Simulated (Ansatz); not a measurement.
# Convergence notes, G0W0 on AlP (F-43m)

AlP (started from an entry of an open crystallographic database), relaxed with r2SCAN; one-shot G0W0 in Ansatz without spin-orbit coupling. The values are computed, spin-unpolarised, and not measurements.

```cif
data_structure
_symmetry_space_group_name_H-M 'F-43m'
_symmetry_Int_Tables_number 216
_cell_length_a 5.4785
_cell_length_b 5.4785
_cell_length_c 5.4785
_cell_angle_alpha 90.000
_cell_angle_beta 90.000
_cell_angle_gamma 90.000
_cell_volume 164.43
loop_
_atom_site_label
_atom_site_type_symbol
_atom_site_symmetry_multiplicity
_atom_site_Wyckoff_symbol
_atom_site_fract_x
_atom_site_fract_y
_atom_site_fract_z
_atom_site_occupancy
Al1 Al 4 a 0.00000 0.00000 0.00000 1
P1 P 4 d 0.25000 0.25000 0.75000 1
```

Gaps are read over the mesh points alone. G0W0 values are finite-basis, finite-mesh values.
```csv
start,potentials,frequency model,mesh,empty bands,screening cutoff (eV),Kohn-Sham gap (eV),G0W0 gap (eV)
PBE,PAW,contour deformation,6×6×6,93,100,1.60,2.26
PBE,PAW,contour deformation,6×6×6,225,180,1.60,2.38
PBE,PAW,contour deformation,6×6×6,437,260,1.60,2.41
HSE06,PAW,contour deformation,6×6×6,225,180,2.29,2.71
r2SCAN,PAW,contour deformation,6×6×6,225,180,1.92,2.57
PBE0,PAW,contour deformation,6×6×6,225,180,2.96,2.89
PBE,PAW,Godby-Needs pole,6×6×6,225,180,1.60,2.32
PBE,PAW,contour deformation,8×8×8,66,80,1.60,2.20
PBE,norm-conserving,contour deformation,6×6×6,225,180,1.60,2.37
```

G0W0 moves the gap on the mesh from 1.60 eV (PBE) to 2.41 eV (Γ to X). Renormalisation factors Z lie between 0.74 and 0.79.

Raising bands and cutoff together moves the gap by +0.12 eV (100 to 180 eV), then +0.03 eV (180 to 260 eV); the last step is small, which bounds nothing strictly. Starting from HSE06 (2.29 eV against PBE's 1.60 eV) gives 2.71 eV, +0.33 eV from G0W0@PBE at the same screening cutoff. Starting from r2SCAN (1.92 eV against PBE's 1.60 eV) gives 2.57 eV, +0.19 eV from G0W0@PBE at the same screening cutoff. Starting from PBE0 (2.96 eV against PBE's 1.60 eV) gives 2.89 eV, +0.51 eV from G0W0@PBE at the same screening cutoff. The Godby-Needs plasmon pole differs from contour deformation by -0.06 eV. Norm-conserving potentials (wave cutoff 599 eV against 420 eV) shift the quasiparticle gap by -0.01 eV and the PBE gap by 0.00 eV. r2SCAN runs take a wave cutoff of 500 eV.
